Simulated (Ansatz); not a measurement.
Crystal: MoS2.

```
CELL_PARAMETERS angstrom
3.22746 0.00000 0.00000
-1.61373 2.79507 0.00000
0.00000 0.00000 6.31247
ATOMIC_POSITIONS crystal
Mo 0.00000 0.00000 0.50000
S 0.66667 0.33333 0.74468
S 0.33333 0.66667 0.25532
```

Measurements of this composition are mostly on another form, of space group No. 194.

* Program: Ansatz 0.2.0
* Task: relaxation of cell and atoms
* Functional: PBE
* Potentials or basis: Ansatz PAW
* Cutoff: 420 eV (not typed: the program's choice for these potentials)
* k mesh: 9 × 9 × 4
* Occupations: fermi-dirac, width 0.05 eV
* Spin: no spin polarisation

At the start: volume 18.98 Å³/atom.

Where does the relaxation end?

It ends after 11 steps and the volume is 20.44 Å³/atom (+7.7 %); space group P-3m1 (No. 164, to 0.05 Å).

The path:
```tsv
step	energy change (eV)	largest force (eV/Å)	volume (Å³)
1	0.0000	0.2836	56.94
2	-0.0086	0.1337	56.26
3	-0.0136	0.0273	57.46
4	-0.0160	0.0292	58.58
5	-0.0173	0.0239	59.80
6	-0.0175	0.0008	60.15
7	-0.0175	0.0032	60.49
8	-0.0182	0.0032	60.49
9	-0.0182	0.0034	61.02
10	-0.0182	0.0033	61.32
11	-0.0183	0.0033	61.32
```

Final structure:
```
CELL_PARAMETERS angstrom
3.19231 0.00000 0.00000
-1.59615 2.76462 0.00000
0.00000 0.00000 6.94857
ATOMIC_POSITIONS crystal
Mo 0.00000 0.00000 0.50000
S 0.66667 0.33333 0.72789
S 0.33333 0.66667 0.27211
```

Caveat: the plane-wave basis is chosen anew once the cell has moved, so the energies of steps on either side of that aren't comparable; this functional lacks dispersion, which binds the layers, so the pressure and a relaxed spacing across them are unreliable.
